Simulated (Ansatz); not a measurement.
Something may be wrong with this Ansatz 0.2.0 calculation of Hf.

File input.yaml:

```yaml
crystal:
  lattice:
    - [4.962329544, 0.0, 0.0]
    - [-2.481164772, 4.297503447, 0.0]
    - [0.0, 0.0, 3.08623225]
  atoms:
    - { symbol: Hf, position: [0.0, 0.0, 0.0] }
    - { symbol: Hf, position: [0.3333333333, 0.6666666667, 0.5] }
    - { symbol: Hf, position: [0.6666666667, 0.3333333333, 0.5] }
hamiltonian:
  xc: pbesol
  pseudopotentials: { kind: paw }
kpoints:
  mp_grid: { grid: [6, 6, 9] }
scf:
  occupations: { method: fermi_dirac, width: 0.05 }
  max_iter: 50
output:
  forces: true
  stress: true
  eigenvalues: true
relax:
  f_tol: 0.01
  max_steps: 2
  cell: { stress_tol: 0.05 }
```

Potentials or basis: Ansatz PAW.

Command:

```console
$ ansatz run input.yaml --threads 2 --pin off --max-ram 5632MiB --backend cpu --events-out ev --progress --plain --runs-dir out
```

Output:

```text
Warning: RAYON_NUM_THREADS=2 ignored (pool sized by the plan → 2); use --threads N
The last accepted step is kept in <dir> (removed where the run ends without a failure and the disk answers)
[... 86 lines left out ...]
  k-point 2: bands = ["-40.3238", "-40.0791", "-39.9439", "-9.1838", "-9.1838", "-9.1020", "-9.1020", "-8.9504", "-8.7503", "-8.5877", "-8.2919", "-8.2919", "9.6684", "9.6719", "9.7166", "9.7166", "9.7270", "9.7270", "9.7339", "9.9258", "9.9408", "9.9659", "9.9659", "9.9724", "9.9827", "9.9827", "9.9987", "9.9987", "10.0105", "10.0105", "10.0200", "10.0544", "10.0548", "15.1344", "19.7138", "19.7138", "19.7956", "20.1250", "20.1250", "22.8295", "23.3534", "23.3534", "23.6867", "23.6867", "23.9310", "25.5202", "25.5202"]
  k-point 34: bands = ["-40.2994", "-39.9930", "-39.9930", "-9.5075", "-9.2262", "-9.2262", "-8.9690", "-8.8407", "-8.8407", "-8.7253", "-8.7253", "-8.2031", "9.6681", "9.6702", "9.7035", "9.7043", "9.7043", "9.7535", "9.7535", "9.9486", "9.9486", "9.9514", "9.9769", "9.9769", "9.9899", "9.9921", "9.9921", "9.9959", "9.9959", "10.0182", "10.0316", "10.0316", "10.0382", "17.7321", "19.2303", "19.2303", "20.1255", "20.1664", "20.1664", "21.8447", "21.8447", "22.8158", "22.8158", "24.5846", "24.8363", "26.3609", "28.2950"]
End of that report.
this run last wrote the structure of step 1 to <dir>
Error: variable-cell relaxation did not converge after 2 steps: max|allowed force component| = 1.48e-16 eV/Å (threshold 1.0e-2), largest principal stress residual = 2.83e0 GPa on the free part of the cell (threshold 5.0e-2). Raise `relax.max_steps` over both its present limit and 2, loosen the thresholds, or start from a cell closer to the target (`relax.cell.p_target` or `relax.cell.sigma_target`). Where this run's directory can be resumed (`checkpoint.write`), a resume goes on for up to `relax.max_steps` more
```

What happened, and what is wrong with the input?

The calculation stopped without meeting its thresholds. The input holds a flaw that was put in on purpose: too few relaxation steps.
